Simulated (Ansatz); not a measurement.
Cr:

```xyz
1
Lattice="-1.4844 1.4844 1.4844 1.4844 -1.4844 1.4844 1.4844 1.4844 -1.4844" Properties=species:S:1:pos:R:3 pbc="T T T"
Cr    0.0000    0.0000    0.0000
```

Alike in all runs: program Ansatz 0.2.0; functional PBEsol; potentials or basis Ansatz PAW; cutoff 420 eV (not typed: the program's choice for these potentials); k mesh 10 × 10 × 10; occupations fermi-dirac, width 0.05 eV.

Task: Only the start or the spin constraint differs. Which run ends lowest in energy?
A. collinear spin, ferromagnetic start of up to 3 μB; fixed moment 3
B. collinear spin, ferromagnetic start of up to 2.2 μB; fixed moment 2.2
C. collinear spin, program default start; fixed moment 0
D. collinear spin, ferromagnetic start of up to 0.8 μB; fixed moment 0.8
E. collinear spin, ferromagnetic start of up to 1.5 μB; fixed moment 1.5
F. collinear spin, ferromagnetic start of up to 3.8 μB; fixed moment 3.8

Result: C.

```tsv
start	free energy over the lowest (meV/atom)	net moment (μB)	site or absolute moments (μB)	gap
collinear spin, program default start; fixed moment 0	0.0	0.00	-	-
collinear spin, ferromagnetic start of up to 2.2 μB; fixed moment 2.2	931.2	2.20	Cr +1.95	-
collinear spin, ferromagnetic start of up to 6 μB; fixed moment 6	6949.9	6.00	Cr +4.70	-
collinear spin, ferromagnetic start of up to 4.5 μB; fixed moment 4.5	2778.7	4.50	Cr +3.81	-
collinear spin, ferromagnetic start of up to 3 μB; fixed moment 3	1399.9	3.00	Cr +2.65	-
collinear spin, ferromagnetic start of up to 1.5 μB; fixed moment 1.5	566.1	1.50	Cr +1.34	-
collinear spin, ferromagnetic start of up to 0.8 μB; fixed moment 0.8	226.3	0.80	Cr +0.72	-
collinear spin, ferromagnetic start of up to 3.8 μB; fixed moment 3.8	1944.1	3.80	Cr +3.29	-
```

All polarised runs hold their moment fixed, so the table maps the energy against it. A still lower state may exist.

Caveats: the cell is far from rest, so the order of the states can change on relaxing; the total moment is fixed, so each spin has its own Fermi level.
